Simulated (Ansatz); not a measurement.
# TaC: the change of pressure with volume scale

Results calculated with Ansatz 0.2.0, not measured. Periodic Kohn-Sham DFT of a crystal at fixed atoms, scaled to volume_scale times the given cell; pressure positive in compression, energy less spherical unpolarised free atoms, largest_vzz the field gradient of largest size among the nuclei.

The cell before it is scaled or strained (space group Fm-3m, No. 225):
```
cell vectors (Å)
   0.0000     2.2270     2.2270
   2.2270     0.0000     2.2270
   2.2270     2.2270     0.0000
atoms (fractions of the cell vectors)
Ta  0.00000  0.00000  0.00000
C   0.50000  0.50000  0.50000
```

Settings of every row: method all-electron PAW; functional PBEsol; relativity scalar; k mesh 13x13x13; filling fermi-dirac; smearing width 0.08 eV; nucleus gaussian.

Atom start moment: 0 on all atoms.

Limits: no spin-orbit coupling on heavy atoms.

| row | volume scale | V (Å³/atom) | pressure (GPa) |
| --- | --- | --- | --- |
| 1 | 0.94 | 10.382 | 19.654 |
| 2 | 0.9405 | 10.388 | 19.431 |
| 3 | 0.96 | 10.603 | 11.162 |
| 4 | 0.98 | 10.824 | 3.512 |
| 5 | 0.99 | 10.934 | -0.024 |
| 6 | 1 | 11.045 | -3.381 |
| 7 | 1.01 | 11.155 | -6.568 |
| 8 | 1.02 | 11.266 | -9.593 |
| 9 | 1.04 | 11.487 | ? |
| 10 | 1.06 | 11.708 | -20.231 |

Question: what pressure should row 9 give?

Worked fit of pressure. Take u = (V_r/V)^(2/3) − 1 with V_r = 10.934 Å³ an atom, which is twice the finite (Eulerian) strain; such expansions in the strain, on which the Birch-Murnaghan equation of state is built, carry the rest volume and the bulk modulus. The shown rows have u = 0.03514, 0.03474, 0.0207, 0.00676, 0, -0.00671, -0.01325, -0.01974, -0.04457. Least squares give pressure = −0.0142 + 511.709 × u + 1343.41 × u² + 882 × u³ GPa; a parabola predicts inner rows, each left out in turn, worse (root mean square 0.019 against 0.011 GPa). The rows lie off it by -0.010, 0.010, 0.000, 0.005, -0.010, 0.007, -0.007, 0.006, -0.001 (root mean square 0.0071 GPa). The pressure vanishes at u = 0.0000, or V = 10.93 Å³ an atom, and there the bulk modulus at fixed shape and fractions is B = −V dP/dV = (2/3)(1 + u) dP/du = 341 GPa. The withheld row has u = -0.03236, so the fit gives −0.0142 + 511.709 × (-0.03236) + 1343.41 × (-0.03236)² + 882 × (-0.03236)³ = -15.196 GPa.

The calculation gave -15.19 GPa. The fit lies 0.006 GPa (0.015 % of the column's range) below it; its largest miss of a shown row is 0.010 GPa.
